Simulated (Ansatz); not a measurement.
A (001) slab of CoO (I4/mmm (No. 139)), 6 planes, outer planes CoO (top) and CoO (bottom), with 12 atoms (Co6O6) in a surface cell of A = 9.096 Å², as cut from the bulk:

```xyz
12
Lattice="3.0160 0.0000 0.0000 0.0000 3.0160 0.0000 0.0000 0.0000 25.5362" Properties=species:S:1:pos:R:3 pbc="T T T"
Co    1.5080    1.5080    7.5000
O     0.0000    0.0000    7.5000
Co    0.0000    0.0000    9.6072
O     1.5080    1.5080    9.6072
Co    1.5080    1.5080   11.7145
O     0.0000    0.0000   11.7145
Co    0.0000    0.0000   13.8217
O     1.5080    1.5080   13.8217
Co    1.5080    1.5080   15.9290
O     0.0000    0.0000   15.9290
Co    0.0000    0.0000   18.0362
O     1.5080    1.5080   18.0362
```

Level of theory: DFT PBE, scalar-relativistic, plane waves, PAW in Ansatz 0.2.0. Plane waves to 420 eV, a k mesh through Γ of 11×11×1 on the computed 12-atom cell and Gaussian smearing (0.10 eV); collinear spin from starting moments 2.73 0.35 2.73 0.35 2.73 0.35 2.73 0.35 2.73 0.35 2.73 0.35 μB. The cell repeats along c with a dipole correction in the vacuum.

Against the same 12 atoms in the bulk, the slab as cut lies 0.715 eV higher and the relaxed slab 0.505 eV higher.

Problem. Work out the surface energy before and after relaxation.

Solution. The slab has two faces, so γ = (E_slab − N·E_bulk)/(2A), the mean of both. As cut: 0.715/(2 × 9.096) = 0.0393 eV/Å², and 1 eV/Å² = 16.02 J/m², so γ = 0.63 J/m². Relaxed: 0.505/(2 × 9.096) = 0.0278 eV/Å² = 0.44 J/m². Relaxation recovers 29 % of the cost of cutting.

Problem. What is the ideal work of this cut, per area?

Solution. Griffith's ideal work is 2γ: 1.26 J/m² if the new faces stay rigid, 0.89 J/m² if they relax. One thickness was run, 6 planes, so γ can still shift with it.

The state reached may not be the lowest one. The run saw a state lower than the one given here. Moments started parallel, and an antiferromagnetic order may lie lower. Semilocal functionals without U can misjudge the magnetic state of such a slab.

The reference crystal is a form of CoO, which isn't its usual structure.